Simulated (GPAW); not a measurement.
Fe3Ge:

```xyz
4
Lattice="0.0000 2.8756 2.8756 2.8756 0.0000 2.8756 2.8756 2.8756 0.0000" Properties=species:S:1:pos:R:3 pbc="T T T"
Ge    0.0000    0.0000    0.0000
Fe    4.3134    4.3134    4.3134
Fe    1.4378    1.4378    1.4378
Fe    2.8756    2.8756    2.8756
```

The cell comes from a database or a generator and needn't be the stable form of this composition.

| Property | Result |
| --- | --- |
| Program | GPAW 26.7.0 |
| Task | relaxation of cell and atoms |
| Functional | PBEsol |
| Dispersion | D3 |
| Potentials or basis | PAW data sets generated in the run's folder for this functional |
| Cutoff | 600 eV |
| Basis | pw |
| k mesh | 7 × 7 × 7 |
| Occupations | fermi-dirac, width 0.05 eV |
| Spin | collinear spin, ferromagnetic start |
| Starting moments | [0.0, 3.0, 3.0, 3.0] μB |

At the start: pressure -13.2 GPa; volume 11.89 Å³/atom.

Problem. Where does the relaxation end?

Solution. Over 5 steps the energy falls by 41.2 meV/atom and the volume is 11.06 Å³/atom (-7.0 %); space group Fm-3m (No. 225, to 0.05 Å); moment 5.06 μB per cell.

The path:
| step | energy change (eV) | largest force (eV/Å) | pressure (GPa) | volume (Å³) |
| --- | --- | --- | --- | --- |
| 1 | 0.0000 | 0.0000 | -13.25 | 47.56 |
| 2 | -0.0429 | 0.0000 | -12.40 | 47.06 |
| 3 | 0.0133 | 0.0000 | 19.33 | 41.23 |
| 4 | -0.1639 | 0.0000 | -1.53 | 44.50 |
| 5 | -0.1649 | 0.0000 | -0.11 | 44.24 |

Final structure:
```
CELL_PARAMETERS angstrom
0.00000 2.80703 2.80703
2.80703 0.00000 2.80703
2.80703 2.80703 0.00000
ATOMIC_POSITIONS crystal
Ge 0.00000 0.00000 0.00000
Fe 0.75000 0.75000 0.75000
Fe 0.25000 0.25000 0.25000
Fe 0.50000 0.50000 0.50000
```

Caveat: each step starts from the last one's moments, so a moment once lost doesn't come back; later steps reuse the first step's grids; pairwise dispersion overbinds metals, which lowers pressure and volume.
